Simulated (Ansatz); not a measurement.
An input for Ansatz 0.2.0 (H):

The input run.py:

```python
import json

import ase.io
import numpy as np
from ase.calculators.calculator import CalculationFailed, Calculator
from ase.stress import full_3x3_to_voigt_6_stress
from ase.units import GPa
from ase.eos import EquationOfState

import ansatz as az

class AnsatzCalculator(Calculator):
    implemented_properties = ["energy", "free_energy", "forces", "stress", "magmom"]

    def calculate(self, atoms, properties, system_changes):
        super().calculate(atoms, properties, system_changes)
        structure = atoms.copy()
        structure.set_constraint()
        structure.set_momenta(None)
        structure.set_masses(None)
        outcome = (
            az.Crystal.from_ase(structure)
            .calculation()
            .kpoints(11, 11, 11)
            .functional("pbesol")
            .pseudopotentials(kind="nc", accuracy="standard", xc_functional="pbesol")
            .scf(tolerance=2e-10)
            .occupations(method="methfessel_paxton", width=0.1)
            .forces()
            .stress()
            .basis(-400)
            .run(threads=2)
        )
        if not outcome.report["converged"]:
            raise CalculationFailed("SCF not converged")
        report = outcome.report
        self.results = {
            "free_energy": report["lagrangian_ev"],
            "energy": report["lagrangian_ev"],
            "forces": np.array(report["forces_ev_ang"]),
            "stress": -GPa * full_3x3_to_voigt_6_stress(report["stress_gpa"]),
            "magmom": report["magnetization_mub"],
        }

np.set_printoptions(precision=5, suppress=True, linewidth=110)
atoms = ase.io.read("POSCAR", format="vasp")
atoms.calc = AnsatzCalculator()
cell = atoms.cell.copy()
volumes, energies = [], []
for x in (0.94, 0.96, 0.98, 1.0, 1.02, 1.04, 1.06):
    atoms.set_cell(cell * x ** (1 / 3), scale_atoms=True)
    volumes.append(atoms.get_volume() / len(atoms))
    energies.append(atoms.get_potential_energy() / len(atoms))
    print(f"x {x:.2f}  V = {volumes[-1]:.4f} A^3/atom  E = {energies[-1]:.6f} eV/atom  P = {-atoms.get_stress()[:3].mean() / GPa:.3f} GPa")
v0, e0, b0 = EquationOfState(volumes, energies, eos="birchmurnaghan").fit()
print(f"V0 = {v0:.4f} A^3/atom, E0 = {e0:.6f} eV/atom, B0 = {b0 / GPa:.2f} GPa")
```

Contents of POSCAR:

```
H
1.0
   -1.6915344700      1.6915344700      2.0584739900
    1.6915344700     -1.6915344700      2.0584739900
    1.6915344700      1.6915344700     -2.0584739900
H
2
Direct
    0.0901377100      0.0901377100      0.0000000000
    0.9098622900      0.9098622900      0.0000000000
```

Potentials or basis: PseudoDojo PBEsol.

Command:

```bash
$ python run.py
```

How does this run end?

The run stopped without a result. It printed:

Output:

```text
Traceback (most recent call last):
  File "run.py", line 55, in <module>
  File "run.py", line 33, in calculate
  [frames inside libraries left out]
ansatz.RefusalError: invalid value for `basis.ecutwfc`: must be finite and > 0; got -400 eV
```
